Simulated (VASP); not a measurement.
Set up this calculation in VASP 6.6.1, as the native input.

| Quantity | Value |
| --- | --- |
| Task | single point |
| Functional | PBEsol |
| Potentials or basis | VASP PAW PBE potentials, release 64 (Pb_d, S) |
| Cutoff | 520 eV |
| k mesh | 8 × 8 × 4 |
| Occupations | gaussian, width 0.02 eV |
| Spin | no spin polarisation |
| Dipole correction | no |
| Further INCAR settings | ALGO = Fast; EDIFF = 1e-06; NBANDS = 28 |

The structure of PbS lies in POSCAR:

```
PbS
1.0
    3.0603841850     -3.0182330000      0.0000000000
    3.0603841850      3.0182330000      0.0000000000
   -1.1240836385      0.0000000000     12.1866777533
Pb S
2 2
Direct
    0.7756000000      0.7756000000      0.6363800000
    0.2244000000      0.2244000000      0.3636200000
    0.2684000000      0.2684000000      0.5986000000
    0.7316000000      0.7316000000      0.4014000000
```

The cell isn't the ideal one: functional PBEsol, strained and moved within the space group.

The input as run:

INCAR

```
SYSTEM = PbS
ALGO = Fast ; EDIFF = 1E-6
ENCUT = 520 ; GGA = PS
ISIF = 2 ; ISMEAR = 0
LASPH = .TRUE. ; LCHARG = .TRUE.
LELF = .TRUE. ; LREAL = .FALSE.
LVHAR = .TRUE. ; LWAVE = .FALSE.
NBANDS = 28 ; NELM = 100
PREC = Accurate ; SIGMA = 0.02
```

KPOINTS

```
k-points
0
G
  8 8 4
  0 0 0
```

Potentials or basis: VASP PAW PBE potentials, release 64 (Pb_d, S).

Launch:

```console
$ cat potpaw_PBE.64/Pb_d/POTCAR potpaw_PBE.64/S/POTCAR > POTCAR
$ mpirun -np 1 vasp_std > vasp.out
```

Results of the run:

```json
{"Largest force": "1.330 eV/Å", "Band gap on the k mesh": "1.41 eV, direct"}
```

Caveat: the PAW data sets were made with another functional, which shifts forces and pressure a little; spin-orbit coupling is left out, which as a rule narrows the gap of such compounds by several tenths of an eV.

Wall time 3.7 min on 1 thread of Intel(R) Xeon(R) 6975P-C (Granite Rapids), on a shared host, peak memory 0.57 GiB.
